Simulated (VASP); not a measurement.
# NbP (I4_1md) in VASP: a series of runs

Runs on NbP. Level: PBE. Tasks: relaxation of cell and atoms.

All numbers are computed with VASP 6.6.1; they aren't measurements. Logs are shortened: lines on timing, memory, paths and dates and some standing lists are left out, and cuts for length are marked.

**1. The structure**

Symmetry: I4_1md, No. 109, tetragonal system. Conventional cell: a = 3.350 Å, b = 3.350 Å, c = 11.480 Å, α = 90.00°, β = 90.00°, γ = 90.00°. Nb (site symmetry 2mm) is surrounded by 6 P at 2.55 Å. Around P (site symmetry 2mm) lie 6 Nb at 2.55 Å.

The cell is a database's computed one.

**2. Relaxation of cell and atoms, PBE**

INCAR

```
PREC     = Accurate       # precision mode
ENCUT    = 520            # plane-wave cutoff, eV
EDIFF    = 1E-7           # SCF threshold, eV
ISMEAR   = 0              # smearing method
SIGMA    = 0.1            # smearing width, eV
LREAL    = False          # projectors in reciprocal space
LASPH    = True           # aspherical terms in the spheres
NELM     = 60             # most SCF steps
ALGO     = Fast           # electronic algorithm
ISIF     = 3              # what is computed and relaxed
LWAVE    = False          # write WAVECAR
LCHARG   = False          # write CHGCAR
GGA      = PE             # functional
IBRION   = 2              # ionic algorithm
NSW      = 80             # ionic steps
EDIFFG   = -0.002         # ionic threshold
```

KPOINTS

```
regular mesh
0
Gamma
  18 18 18
```

POSCAR

```
NbP
1.0
   -1.6749232500      1.6749232500      5.7401081800
    1.6749232500     -1.6749232500      5.7401081800
    1.6749232500      1.6749232500     -5.7401081800
Nb P
2 2
Direct
    0.7498808000      0.7498808000      0.0000000000
    0.4998808000      0.9998808000      0.5000000000
    0.3327477700      0.3327477700      0.0000000000
    0.0827477800      0.5827477800      0.5000000000
```

Potentials or basis: VASP PAW PBE potentials, release 64 (Nb_pv, P).

Launch:

```console
> cat potpaw_PBE.64/Nb_pv/POTCAR potpaw_PBE.64/P/POTCAR > POTCAR
> mpirun -np 1 vasp_std > vasp.out
```

OUTCAR:

```text
PREC = Accurate
   ENCUT = 520
   EDIFF = 1E-7
   ISMEAR = 0
   LREAL = False
   LASPH = True
   NELM = 60
   ISIF = 3
   GGA = PE
   IBRION = 2
   NSW = 80
   EDIFFG = -0.002

 ion  position               nearest neighbor table
   1  0.750  0.750  0.000-   4 2.55   4 2.55   3 2.55   3 2.55   3 2.55   3 2.55   2 3.32   2 3.32
                             2 3.32   2 3.32
   2  0.500  1.000  0.500-   3 2.55   3 2.55   4 2.55   4 2.55   4 2.55   4 2.55   1 3.32   1 3.32
                             1 3.32   1 3.32
   3  0.333  0.333  0.000-   2 2.55   2 2.55   1 2.55   1 2.55   1 2.55   1 2.55
   4  0.083  0.583  0.500-   1 2.55   1 2.55   2 2.55   2 2.55   2 2.55   2 2.55

  LATTYP: Found a body centered tetragonal cell.
 ALAT       =     3.3498465000
 C/A-ratio  =     3.4270872889

  Lattice vectors:

 A1 = (  -1.6749232500,   1.6749232500,   5.7401081800)
 A2 = (   1.6749232500,  -1.6749232500,   5.7401081800)
 A3 = (   1.6749232500,   1.6749232500,  -5.7401081800)

Analysis of symmetry for initial positions (statically):
=====================================================================
 Subroutine PRICEL returns:
 Original cell was already a primitive cell.

 Routine SETGRP: Setting up the symmetry group for a
 body centered tetragonal supercell.

 Subroutine GETGRP returns: Found  8 space group operations
 (whereof  4 operations were pure point group operations)
 out of a pool of 16 trial point group operations.

The static configuration has the point symmetry C_2v.
 The point group associated with its full space group is C_4v.

Analysis of symmetry for dynamics (positions and initial velocities):
=====================================================================
 Subroutine PRICEL returns:
 Original cell was already a primitive cell.

 Routine SETGRP: Setting up the symmetry group for a
 body centered tetragonal supercell.

 Subroutine GETGRP returns: Found  8 space group operations
 (whereof  4 operations were pure point group operations)
 out of a pool of 16 trial point group operations.

The dynamic configuration has the point symmetry C_2v.
 The point group associated with its full space group is C_4v.

 Subroutine INISYM returns: Found  8 space group operations
 (whereof  4 operations are pure point group operations),
 and found     1 'primitive' translations

----------------------------------------------------------------------------------------

                                     Primitive cell

  volume of cell :      64.4125

  direct lattice vectors                    reciprocal lattice vectors
    -1.674923250  1.674923250  5.740108180     0.000000000  0.298521141  0.087106372
     1.674923250 -1.674923250  5.740108180     0.298521141  0.000000000  0.087106372
     1.674923250  1.674923250 -5.740108180     0.298521141  0.298521141  0.000000000

  length of vectors
     6.209635875  6.209635875  6.209635875     0.310970082  0.310970082  0.422172647

  position of ions in fractional coordinates (direct lattice)
     0.749880800  0.749880800  0.000000000
     0.499880800  0.999880800  0.500000000
     0.332747770  0.332747770  0.000000000
     0.082747780  0.582747780  0.500000000

  ion indices of the primitive-cell ions
   primitive index   ion index
                 1           1
                 2           2
                 3           3
                 4           4

----------------------------------------------------------------------------------------

 KPOINTS: regular mesh

Automatic generation of k-mesh.
 Grid dimensions read from file:
 generate k-points for:   18   18   18

 Generating k-lattice:

  Cartesian coordinates                     Fractional coordinates (reciprocal lattice)
     0.000000000  0.016584508  0.004839243     0.055555556 -0.000000000  0.000000000
     0.016584508  0.000000000  0.004839243    -0.000000000  0.055555556  0.000000000
     0.016584508  0.016584508  0.000000000     0.000000000  0.000000000  0.055555556

  Length of vectors
     0.017276116  0.017276116  0.023454036

  Shift w.r.t. Gamma in fractional coordinates (k-lattice)
     0.000000000  0.000000000  0.000000000

 Subroutine IBZKPT returns following result:
 ===========================================

 Found    480 irreducible k-points:

 Following reciprocal coordinates:
            Coordinates               Weight
  0.000000  0.000000  0.000000      1.000000
  0.055556  0.000000 -0.000000      8.000000
  0.111111  0.000000 -0.000000      8.000000
  0.166667  0.000000 -0.000000      8.000000
  0.222222  0.000000 -0.000000      8.000000
  0.277778  0.000000 -0.000000      8.000000
[... 16 lines left out ...]
 -0.277778  0.055556  0.000000     16.000000
 -0.222222  0.055556  0.000000     16.000000
 [... further k-points ...]
   k-points           NKPTS =    480   k-points in BZ     NKDIM =    480   number of bands    NBANDS=     20
   number of dos      NEDOS =    301   number of ions     NIONS =      4
   total plane-waves  NPLWV = 110592
   dimension x,y,z NGX =    48 NGY =   48 NGZ =   48
   dimension x,y,z NGXF=    96 NGYF=   96 NGZF=   96
   ions per type =               2   2
   NGX,Y,Z   is equivalent  to a cutoff of  12.85, 12.85, 12.85 a.u.
   NGXF,Y,Z  is equivalent  to a cutoff of  25.70, 25.70, 25.70 a.u.
 SYSTEM =  unknown system
   PREC   = accura    normal or accurate (medium, high low for compatibility)
   ISTART =      0    job   : 0-new  1-cont  2-samecut
   ICHARG =      2    charge: 1-file 2-atom 10-const
   ISPIN  =      1    spin polarized calculation?
   LNONCOLLINEAR =      F non collinear calculations
   LSORBIT =      F    spin-orbit coupling
   LASPH  =      T    aspherical Exc in radial PAW
   ENCUT  =  520.0 eV  38.22 Ry    6.18 a.u.  11.55 11.55 11.55*2*pi/ulx,y,z
   NELM   =     60;   NELMIN=  2; NELMDL= -5     # of ELM steps
   EDIFF  = 0.1E-06   stopping-criterion for ELM
   LREAL  =      F    real-space projection
   EDIFFG = -.2E-02   stopping-criterion for IOM
   NSW    =     80    number of steps for IOM
   IBRION =      2    ionic relax: 0-MD 1-quasi-New 2-CG
   NFREE  =      1    steps in history (QN), initial steepest desc. (CG)
   ISIF   =      3    stress and relaxation
   ISYM   =      2    0-nonsym 1-usesym 2-fastsym
   POTIM  = 0.5000    time-step for ionic-motion
   TEBEG  =    0.0;   TEEND  =   0.0 temperature during run
   PSTRESS=    0.0 pullay stress
   NELECT =      32.0000    total number of electrons
   NUPDOWN=      -1.0000    fix difference up-down
   EMIN   =  10.00;   EMAX   =-10.00  energy-range for DOS
   EFERMI =   0.00;   METHOD = LEGACY
   ISMEAR =     0;   SIGMA  =   0.10  broadening in eV -4-tet -1-fermi 0-gaus
   EFERMI_NEDOS =   21; number of points for ismear=-14 and -15
   IALGO  =     68    algorithm
   IMIX   =      4    mixing-type and parameters
     AMIX     =   0.40;   BMIX     =  1.00
     AMIX_MAG =   1.60;   BMIX_MAG =  1.00
  volume/ion in A,a.u.               =      16.10       108.67
  Fermi-wavevector in a.u.,A,eV,Ry     =   1.296587  2.450193 22.873255  1.681137
  Thomas-Fermi vector in A             =   2.428033
   LORBIT       =      0    0 simple, 1 ext, 2 COOP (PROOUT), +10 PAW based schemes
   GGA     = PE    functional components
   LHFCALC =     F    Hartree Fock is set to
   AEXX    =    0.0000 exact exchange contribution
   IVDW    =     0    specifies the selected vdW correction
   LEPSILON=     F    determine dielectric tensor
   LRPA    =     F    only Hartree local field effects (RPA)
 conjugate gradient relaxation of ions
 non-spin polarized calculation
 RMM-DIIS sequential band-by-band and
 Gauss-broadening in eV      SIGMA  =   0.10
  energy-cutoff  :      520.00
  volume of cell :       64.41
 maximum number of plane-waves:      1756
 NGX is ok and might be reduce to    48
   NGX = 23   NGY = 23   NGZ = 23

--------------------------------------- Ionic step        1  -------------------------------------------

 number of electron      32.0000003 magnetization

 Free energy of the ion-electron system (eV)
  ---------------------------------------------------
  ext. energy  EPLUGINS =         0.00000000
  ---------------------------------------------------
  free energy    TOTEN  =       -34.97062097 eV

  energy without entropy =      -34.96857101  energy(sigma->0) =      -34.96959599

------------------------ aborting loop because EDIFF is reached ----------------------------------------

  FORCE on cell =-STRESS in cart. coord.  units (eV):
  Direction    XX          YY          ZZ          XY          YZ          ZX
  --------------------------------------------------------------------------------------
  -------------------------------------------------------------------------------------
  Total        0.1851896      0.1851896     -0.1150102      0.0000000      0.0000000      0.0000000
  in kB        4.6063549      4.6063549     -2.8607308      0.0000000      0.0000000      0.0000000
  external PRESSURE =       2.1173263 kB  Pullay stress =       0.0000000 kB

 VOLUME and BASIS-vectors are now :
 -----------------------------------------------------------------------------
  energy-cutoff  :      520.00
  volume of cell :       64.41
      direct lattice vectors                 reciprocal lattice vectors
    -1.674923250  1.674923250  5.740108180     0.000000000  0.298521141  0.087106372
     1.674923250 -1.674923250  5.740108180     0.298521141  0.000000000  0.087106372
     1.674923250  1.674923250 -5.740108180     0.298521141  0.298521141  0.000000000
[... 191 lines left out ...]
 POSITION                                       TOTAL-FORCE (eV/Angst)
 -----------------------------------------------------------------------------------
      0.00000      0.00000      8.58618         0.000000      0.000000     -0.002179
     -0.00000      1.67787      0.00072        -0.000000     -0.000000     -0.002179
      0.00000      0.00000      3.80697         0.000000     -0.000000      0.002179
      1.67787      0.00000      0.94515        -0.000000      0.000000      0.002179
 -----------------------------------------------------------------------------------
    total drift:                                0.000000      0.000000     -0.001390

  FREE ENERGIE OF THE ION-ELECTRON SYSTEM (eV)
  ---------------------------------------------------
  free  energy   TOTEN  =       -34.9711729719 eV

  energy  without entropy=      -34.9690563948  energy(sigma->0) =      -34.97011468

--------------------------------------- Ionic step        7  -------------------------------------------

 number of electron      32.0000002 magnetization

 Free energy of the ion-electron system (eV)
  ---------------------------------------------------
  ext. energy  EPLUGINS =         0.00000000
  ---------------------------------------------------
  free energy    TOTEN  =       -34.97117335 eV

  energy without entropy =      -34.96905647  energy(sigma->0) =      -34.97011491

 E-fermi :   7.0698     XC(G=0): -11.9480

 val. band max:        7.0619580562   @ k =  -0.0556  -0.4444   0.0556
 cond. band min:       7.0715541438   @ k =  -0.1111   0.3889   0.1111
 fundamental gap:      0.0095960875
 Fermi energy:         7.0698128195

 k-point     1 :       0.0000    0.0000    0.0000
  band No.  band energies     occupation
      1     -24.1678      2.00000
      2     -23.9829      2.00000
      3     -23.9829      2.00000
      4     -23.8304      2.00000
      5     -23.8304      2.00000
      6     -23.7851      2.00000
[... 12 lines left out ...]
     19       9.7534      0.00000
     20      10.1954      0.00000
[... 507 lines left out ...]
 k-point    24 :      -0.2222    0.0556    0.0000
  band No.  band energies     occupation
      1     -24.1443      2.00000
      2     -24.0774      2.00000
      3     -23.9814      2.00000
      4     -23.9329      2.00000
      5     -23.8273      2.00000
      6     -23.7929      2.00000
[... 12 lines left out ...]
     19       8.9082      0.00000
     20       9.8484      0.00000

 [... further k-points ...]
[... 5 lines left out ...]
  --------------------------------------------------------------------------------------
  -------------------------------------------------------------------------------------
  Total       -0.0021046     -0.0021046     -0.0003964      0.0000000      0.0000000      0.0000000
  in kB       -0.0523184     -0.0523184     -0.0098546      0.0000000      0.0000000      0.0000000
  external PRESSURE =      -0.0381638 kB  Pullay stress =       0.0000000 kB

 VOLUME and BASIS-vectors are now :
 -----------------------------------------------------------------------------
  energy-cutoff  :      520.00
  volume of cell :       64.45
      direct lattice vectors                 reciprocal lattice vectors
    -1.677854030  1.677854030  5.723568920     0.000000000  0.297999701  0.087358081
     1.677854030 -1.677854030  5.723568920     0.297999701  0.000000000  0.087358081
     1.677854030  1.677854030 -5.723568920     0.297999701  0.297999701  0.000000000

 POSITION                                       TOTAL-FORCE (eV/Angst)
 -----------------------------------------------------------------------------------
      0.00000      0.00000      8.58598        -0.000000      0.000000      0.000916
     -0.00000      1.67785      0.00063         0.000000     -0.000000      0.000916
      0.00000      0.00000      3.80702        -0.000000      0.000000     -0.000916
      1.67785      0.00000      0.94523         0.000000     -0.000000     -0.000916
 -----------------------------------------------------------------------------------
    total drift:                                0.000000      0.000000      0.001372

  FREE ENERGIE OF THE ION-ELECTRON SYSTEM (eV)
  ---------------------------------------------------
  free  energy   TOTEN  =       -34.9711733453 eV

  energy  without entropy=      -34.9690564663  energy(sigma->0) =      -34.97011491

 reached required accuracy - stopping structural energy minimisation
```

Run time: 62 min. Hardware: 1 thread of Intel Xeon 6975P-C (Granite Rapids), shared host; peak memory 0.79 GiB.

What came out:

* Free energy: -34.9712 eV
* Relaxed volume: 16.11 Å³/atom
* Relaxed cell: a = 6.196 Å, b = 6.196 Å, c = 6.196 Å, α = 148.58°, β = 148.58°, γ = 45.04°
* Space group after relaxing (to 0.05 Å): I4_1md (No. 109)
* Energy gained by relaxing: 0.1 meV/atom
* Ionic steps: 7
* Pressure after relaxing: 0.0 GPa
* Band gap on the k mesh: none (metal or under the smearing width)

The path:
| step | energy change (eV) | largest force (eV/Å) | pressure (GPa) | volume (Å³) |
| --- | --- | --- | --- | --- |
| 1 | 0.0000 | 0.0176 | 0.21 | 64.41 |
| 2 | -0.0003 | 0.0189 | -0.44 | 64.61 |
| 3 | -0.0004 | 0.0187 | -0.24 | 64.55 |
| 4 | -0.0005 | 0.0080 | 0.08 | 64.42 |
| 5 | -0.0005 | 0.0102 | 0.02 | 64.44 |
| 6 | -0.0006 | 0.0022 | -0.01 | 64.45 |
| 7 | -0.0006 | 0.0009 | 0.00 | 64.45 |

Final structure:
```xyz
4
Lattice="-1.6779 1.6779 5.7236 1.6779 -1.6779 5.7236 1.6779 1.6779 -5.7236" Properties=species:S:1:pos:R:3 pbc="T T T"
Nb    0.0000    0.0000    8.5860
Nb    0.0000    1.6779    0.0006
P     0.0000    0.0000    3.8070
P     1.6779    0.0000    0.9452
```

**3. Relaxation of cell and atoms, PBE**

INCAR is that of step 2.

KPOINTS is that of step 2.

POSCAR

```
NbP                                     
1.0
   -1.6778540304      1.6778540304      5.7235689197
    1.6778540304     -1.6778540304      5.7235689197
    1.6778540304      1.6778540304     -5.7235689197
  Nb              P             
     2     2
Direct
     0.7500548735166757    0.7500548735166757    0.0000000000000000
     0.5000548735166757    0.0000548735166755    0.5000000000000000
     0.3325736964833215    0.3325736964833215    0.0000000000000000
     0.0825737064833224    0.5825737064833223    0.5000000000000000
```

Potentials or basis: VASP PAW PBE potentials, release 64 (Nb_pv, P).

Launch:

```console
> cat potpaw_PBE.64/Nb_pv/POTCAR potpaw_PBE.64/P/POTCAR > POTCAR
> mpirun -np 1 vasp_std > vasp.out
```

OUTCAR:

```text
PREC = Accurate
   ENCUT = 520
   EDIFF = 1E-7
   ISMEAR = 0
   LREAL = False
   LASPH = True
   NELM = 60
   ISIF = 3
   GGA = PE
   IBRION = 2
   NSW = 80
   EDIFFG = -0.002

 ion  position               nearest neighbor table
   1  0.750  0.750  0.000-   4 2.55   4 2.55   3 2.55   3 2.55   3 2.55   3 2.55   2 3.32   2 3.32
                             2 3.32   2 3.32
   2  0.500  0.000  0.500-   3 2.55   3 2.55   4 2.55   4 2.55   4 2.55   4 2.55   1 3.32   1 3.32
                             1 3.32   1 3.32
   3  0.333  0.333  0.000-   2 2.55   2 2.55   1 2.55   1 2.55   1 2.55   1 2.55
   4  0.083  0.583  0.500-   1 2.55   1 2.55   2 2.55   2 2.55   2 2.55   2 2.55

[... 760 lines left out ...]
  -------------------------------------------------------------------------------------
  Total       -0.0025303     -0.0025303     -0.0003742      0.0000000      0.0000000      0.0000000
  in kB       -0.0629003     -0.0629003     -0.0093027      0.0000000      0.0000000      0.0000000
  external PRESSURE =      -0.0450345 kB  Pullay stress =       0.0000000 kB

 VOLUME and BASIS-vectors are now :
 -----------------------------------------------------------------------------
  energy-cutoff  :      520.00
  volume of cell :       64.45
      direct lattice vectors                 reciprocal lattice vectors
    -1.677854030  1.677854030  5.723568920     0.000000000  0.297999701  0.087358081
     1.677854030 -1.677854030  5.723568920     0.297999701  0.000000000  0.087358081
     1.677854030  1.677854030 -5.723568920     0.297999701  0.297999701  0.000000000

 POSITION                                       TOTAL-FORCE (eV/Angst)
 -----------------------------------------------------------------------------------
      0.00000      0.00000      8.58598        -0.000000      0.000000      0.000222
      0.00000      1.67785      0.00063         0.000000     -0.000000      0.000222
      0.00000      0.00000      3.80702        -0.000000      0.000000     -0.000222
      1.67785      0.00000      0.94523         0.000000     -0.000000     -0.000222
 -----------------------------------------------------------------------------------
    total drift:                                0.000000      0.000000     -0.000056

  FREE ENERGIE OF THE ION-ELECTRON SYSTEM (eV)
  ---------------------------------------------------
  free  energy   TOTEN  =       -34.9711857661 eV

  energy  without entropy=      -34.9690689926  energy(sigma->0) =      -34.97012738

 reached required accuracy - stopping structural energy minimisation
```

Wall time 29 min (1 thread of Intel Xeon 6975P-C (Granite Rapids), shared host); peak memory 0.78 GiB.

What came out:

```
Free energy             : -34.9712 eV
Pressure after relaxing : 0.0 GPa
Band gap on the k mesh  : none (metal or under the smearing width)
```

Final structure:
```
CELL_PARAMETERS angstrom
-1.67785 1.67785 5.72357
1.67785 -1.67785 5.72357
1.67785 1.67785 -5.72357
ATOMIC_POSITIONS crystal
Nb 0.75005 0.75005 0.00000
Nb 0.50005 0.00005 0.50000
P 0.33257 0.33257 0.00000
P 0.08257 0.58257 0.50000
```

Caveat: the relaxation stopped at its first step, so nothing moved.
